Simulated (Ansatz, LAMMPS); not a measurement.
# Which site? a vacancy of O in Al2O3 with crystalline order left by the classical run (115 atoms), part 3 of 3

Aim: make a vacancy of O at several sites of Al2O3 with crystalline order left by the classical run (115 atoms), relax each, and compare their energies.

Ansatz 0.2.0; Kohn-Sham DFT, PBE, PAW (set soft_2), plane waves.

The cell: 46 Al and 69 O. The quench rate of 25 K/ps is many orders above laboratory rates. The starting topology of bonds comes from the classical model. The Brillouin zone is sampled at Γ only, in a cell whose shortest periodic width is 11 Å.

So far. Step 6 (Vacancy of O, site O96): The relaxation converged after 11 steps, 0.194 eV below its start, with a largest force component of 0.039 eV/Å.

## (7) Vacancy of O, site O70

The site has 3 bonded neighbours (Al3) at 1.82 Å on average. 

Contents of input.yaml:

```yaml
crystal:
  lattice:
    - [10.62827, 0.0, 0.0]
    - [0.0, 10.62827, 0.0]
    - [0.0, 0.0, 10.62827]
  atoms:
    [... atom lines 1 to 66 left out ...]
    - { symbol: O, position: [0.2424, 0.37474, 0.74059] }
    - { symbol: O, position: [0.13789, 0.64705, 0.97568] }
    - { symbol: O, position: [0.66153, 0.03184, 0.07596] }
    - { symbol: O, position: [0.7968, 0.0484, 0.85674] }
    - { symbol: O, position: [0.6614, 0.38045, 0.62443] }
    - { symbol: O, position: [0.1444, 0.05288, 0.29138] }
    - { symbol: O, position: [0.66358, 0.23834, 0.82689] }
    [... atom lines 74 to 114 left out ...]
magnetization:
  spin_polarized: true
kpoints:
  mp_grid: { grid: [1, 1, 1] }
hamiltonian:
  xc: pbe
scf:
  occupations: { method: fermi_dirac, width: 0.025 }
  lower_state_search: "off"
output:
  forces: true
  eigenvalues: true
relax:
  f_tol: 0.05
  max_steps: 90
```

Run with:

```bash
$ ansatz run input.yaml --threads 4 --pin off --max-ram 8192MiB --backend cpu --events-out ev --progress --plain --runs-dir out
```

Numbers of over 12 decimals in the logs are rounded to 6 here.

Log:

```text
[...]
Crystal: 114 atoms, lattice volume = 1200.571 Å³
Basis set: ecut = 420 eV, 23583 PW (Γ), exchange–correlation on 144×144×144 points (8 copies of the dense FFT grid, shifted against one another)
Bands: 388, of which v1, the nominal top of the filled ones, is band 273 counted from 1 (272 counted from 0)
Symmetry: 1 space group operations
[...]
k-points: 1
[...]
Starting moments: Σ|m| = 1.8 μB on 3 of 114 sites
[...]
SCF iter   1: F=—  HF=-63522.960630 eV  |F-HF|=—  |Δ(HF+E_count)|=         —  Δρ=6.51e-2 (↑6.47e-2 ↓6.51e-2)  dr2=2.06e2  dr2_m=7.31e-2  M=0.000 μB ∫|m|=0.277 μB  β_m=0.30  ethr=3.10e-3  ⟨swp⟩=6.0  Hψ=3346  notcnv=0  defer=95
[...]
SCF iter  11: F=-63463.263431 eV  HF=-63463.263427 eV  |F-HF|=4.50e-6  |Δ(HF+E_count)|=   1.49e-5  Δρ=9.29e-6 (↑9.29e-6 ↓8.89e-6)  dr2=3.10e-6  dr2_m=2.99e-7  M=0.000 μB ∫|m|=0.001 μB  ethr=5.90e-9  ⟨swp⟩=19.0  Hψ=4606  notcnv=0
[...]
SCF 1 converged in 11 iterations: F = -63463.263431 eV  dr2 = 3.10e-6
[...]
relax step   1: F+E_penalty+E_count = -63463.26343113 eV  Δ(F+E_penalty+E_count) = +0.000e0 eV  max|allowed force component| = 1.036e0 eV/Å  Δτ_max = 0.0000 Å  (11 SCF iters, dr2 threshold 6.25e-5 eV, accepted)
[... from here on, the SCF cycles and remarks between the steps are left out ...]
relax step   2: F+E_penalty+E_count = -63463.42649247 eV  Δ(F+E_penalty+E_count) = -1.631e-1 eV  max|allowed force component| = 4.679e-1 eV/Å  Δτ_max = 0.1043 Å  (5 SCF iters, dr2 threshold 6.71e-5 eV, accepted)
relax step   3: F+E_penalty+E_count = -63463.48526297 eV  Δ(F+E_penalty+E_count) = -5.877e-2 eV  max|allowed force component| = 3.223e-1 eV/Å  Δτ_max = 0.0624 Å  (6 SCF iters, dr2 threshold 1.37e-5 eV, accepted)
relax step   4: F+E_penalty+E_count = -63463.35286659 eV  Δ(F+E_penalty+E_count) = +1.324e-1 eV  max|allowed force component| = 6.815e-1 eV/Å  Δτ_max = 0.2000 Å  (7 SCF iters, dr2 threshold 2.12e-5 eV, rejected (line search))
relax step   5: F+E_penalty+E_count = -63463.52757487 eV  Δ(F+E_penalty+E_count) = -4.231e-2 eV  max|allowed force component| = 2.108e-1 eV/Å  Δτ_max = 0.0935 Å  (9 SCF iters, accepted)
relax step   6: F+E_penalty+E_count = -63463.49721267 eV  Δ(F+E_penalty+E_count) = +3.036e-2 eV  max|allowed force component| = 4.885e-1 eV/Å  Δτ_max = 0.1000 Å  (6 SCF iters, dr2 threshold 1.90e-5 eV, rejected (line search))
relax step   7: F+E_penalty+E_count = -63463.54413230 eV  Δ(F+E_penalty+E_count) = -1.656e-2 eV  max|allowed force component| = 1.596e-1 eV/Å  Δτ_max = 0.0451 Å  (9 SCF iters, accepted)
relax step   8: F+E_penalty+E_count = -63463.54820525 eV  Δ(F+E_penalty+E_count) = -4.073e-3 eV  max|allowed force component| = 8.907e-2 eV/Å  Δτ_max = 0.0500 Å  (6 SCF iters, dr2 threshold 1.09e-5 eV, accepted)
relax step   9: F+E_penalty+E_count = -63463.55114933 eV  Δ(F+E_penalty+E_count) = -2.944e-3 eV  max|allowed force component| = 5.203e-2 eV/Å  Δτ_max = 0.0121 Å  (7 SCF iters, accepted)
relax step  10: F+E_penalty+E_count = -63463.54726231 eV  Δ(F+E_penalty+E_count) = +3.887e-3 eV  max|allowed force component| = 1.335e-1 eV/Å  Δτ_max = 0.1125 Å  (9 SCF iters, rejected (line search))
relax step  11: F+E_penalty+E_count = -63463.55423633 eV  Δ(F+E_penalty+E_count) = -3.087e-3 eV  max|allowed force component| = 3.877e-2 eV/Å  Δτ_max = 0.0543 Å  (9 SCF iters, accepted)
SCF converged after 9 iterations
Magnetization: 0.0000 μB (273.0000 up, 273.0000 down)
Absolute magnetization: 0.0000 μB (∫|ρ↑−ρ↓|, with the PAW one-centre terms)
[...]
Per-site moments (μB) at R_I (Å): [(-2.19419183037077e-9, 0.734102), (-5.436455735069355e-10, 0.744039), (-3.857372790595822e-8, 0.730494), (-1.5942541451221747e-10, 0.693337), (-1.769240026672772e-10, [...]
Free energy (F): -63463.554236 eV
[...]
Internal energy: -63463.554236 eV  (E = F + TS)
E sigma→0 (E₀):  -63463.554236 eV
Fermi energy:    8.217973 eV
[...]
Σ components = -63463.554236   (vs F -63463.554236, Δ=0.00e0)
--- Forces (eV/Å), atoms counted from 1 ---
  atom   1  Al     0.00052019     0.00223013    -0.00300736
  atom   2  Al    -0.00259096     0.00095041    -0.00496100
  atom   3  Al     0.01842769    -0.02054117     0.02010650
  atom   4  Al    -0.00813548    -0.01376494     0.02189377
[...]
atom 114  O     -0.00192555     0.00439905     0.01151752
  max |Σ_I F_I| component: 3.72e-4 eV/Å
--- Band table (eV) ---
[...]
--- Relaxed structure (11 steps of the walk, 8 accepted, 0 SCFs on fresh bases) ---
  F+E_penalty+E_count = -63463.55423633 eV   max|allowed force component| = 3.877e-2 eV/Å
  atoms:
    - { symbol: Al, position: [0.655238, 0.318735, 0.372012] }
    - { symbol: Al, position: [0.196774, 0.213907, 0.789666] }
    - { symbol: Al, position: [0.672869, 0.922158, 0.467892] }
    - { symbol: Al, position: [0.426671, 0.768366, 0.197865] }
[...]
- { symbol: O, position: [0.989930, 0.750553, 0.512175] }
```

Run time: 3.5 min. Hardware: 4 threads of Intel Xeon Platinum 8223CL at 3.00GHz (Skylake/Cascade Lake), shared host; peak memory 2.6 GiB.

The relaxation converged after 11 steps, 0.291 eV below its start, with a largest force component of 0.039 eV/Å.

## (8) Vacancy of O, site O77

The site has 3 bonded neighbours (Al3) at 1.78 Å on average. 

Input and log are left out; they have the form of those shown for this kind of step.

Wall time 3.7 min (4 threads of Intel Xeon Platinum 8223CL at 3.00GHz (Skylake/Cascade Lake), shared host); peak memory 2.6 GiB.

The relaxation converged after 11 steps, 0.707 eV below its start, with a largest force component of 0.028 eV/Å.

## (9) Vacancy of O, site O57

The site has 3 bonded neighbours (Al3) at 1.79 Å on average. 

Input and log are left out; they have the form of those shown for this kind of step.

Run time: 3.5 min. Hardware: 4 threads of Intel Xeon Platinum 8223CL at 3.00GHz (Skylake/Cascade Lake), shared host; peak memory 2.6 GiB.

The relaxation converged after 11 steps, 0.340 eV below its start, with a largest force component of 0.016 eV/Å.

## (10) Vacancy of O, site O76

The site has 3 bonded neighbours (Al3) at 1.80 Å on average. 

Input and log are left out; they have the form of those shown for this kind of step.

It took 3.4 min on 4 threads of Intel Xeon Platinum 8223CL at 3.00GHz (Skylake/Cascade Lake), shared host; peak memory 2.7 GiB.

The relaxation converged after 11 steps, 0.240 eV below its start, with a largest force component of 0.017 eV/Å.

## (11) The sites compared

All these cells hold the same atoms, so their energies can be compared with no chemical potential.

| site | neighbours | mean distance (Å) | atoms within 6 Å | energy over the best site (eV) | before relaxation (eV) | gain on relaxing (eV) |
| --- | --- | --- | --- | --- | --- | --- |
| O48 | Al2 | 1.67 | 82 | 0.00 | 0.00 | 1.15 |
| O77 | Al3 | 1.78 | 92 | 0.79 | 0.35 | 0.71 |
| O76 | Al3 | 1.80 | 89 | 1.53 | 0.61 | 0.24 |
| O70 | Al3 | 1.82 | 87 | 1.69 | 0.83 | 0.29 |
| O96 | Al4 | 2.02 | 95 | 1.74 | 0.79 | 0.19 |
| O57 | Al3 | 1.79 | 84 | 1.77 | 0.95 | 0.34 |

Neighbours are those of the relaxed host within 2.49 Å (O-Al); other pairs aren't counted.

## (12) What came out

The cheapest site is O48 (2 neighbours, Al2); the dearest, O57 (3 neighbours, Al3), costs 1.8 eV more. By coordination the energies over the best site are 0.00 eV with 2 neighbours, 0.79 to 1.77 eV with 3 neighbours and 1.74 eV with 4 neighbours. Relaxation gains 0.19 to 1.2 eV and leaves the best site the same.

Caveats: Defects are neutral and interact with their images. The reference ran with gaussian smearing of 0.05 eV, but 6 of the 6 defect cells with fermi-dirac smearing of 0.025 eV, spin polarised. In a disordered cell the relaxation can also rearrange atoms far from the site. In the spin-polarised runs the search for a state of lower energy was switched off. Only 6 of the 69 O sites were tried; unless symmetry makes the others alike to these, a cheaper one may exist. The stress is far from hydrostatic: its diagonal is 12.4, 10.3, 5.9 GPa, compression counted positive. The classical run held zero pressure, yet DFT finds 9.6 GPa in this frame, which points to a density or bond lengths far off those of this functional.

The DFT runs together took 25 min of wall time.

[Logs are printed without paths, hosts, clocks, repeated set-up lines and the standing remarks that a program may print on its own settings, such as how far it seeks lower states.]

[Hosts, paths, dates, database ids (printed as entryN), source tags and the programs' standing remarks are cut or masked in the printed files.]
